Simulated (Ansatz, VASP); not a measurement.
# Two plane-wave programs on AlN

```
Al N
1.0
     0.00000    2.16019    2.21013
     2.16019    0.00000    2.21013
     2.16019    2.16019    0.00000
Al N
1 1
Direct
  0.00000 0.00000 0.00000
  0.25000 0.25000 0.25000
```

Change from the starting cell: epitaxial_xy strain -1.1%.

Alike in both runs: task single point; functional r2SCAN; k mesh 10 × 10 × 10; no spin polarisation.

|  | VASP | Ansatz |
| --- | --- | --- |
| version | VASP 6.6.1 | Ansatz 0.2.0 |
| potentials or method | VASP PAW PBE potentials, release 64 (Al, N) | plane waves, PAW |
| plane-wave cutoff (eV) | 520 | 500 |
| occupations | gaussian, width 0.01 eV | fixed |
| valence electrons in the cell | 8 | 8 |

```tsv
	VASP	Ansatz	Ansatz less VASP
gap on the k mesh at the Fermi level (eV)	3.87	3.88	+0.008
pressure (GPa)	2.0	2.4	+0.39
largest component of the traceless stress (GPa)	2.38	2.38	-0.004
```

Caveats: the PAW data sets were made with another functional, which shifts forces and pressure a little (VASP). A k mesh can miss the band edges.
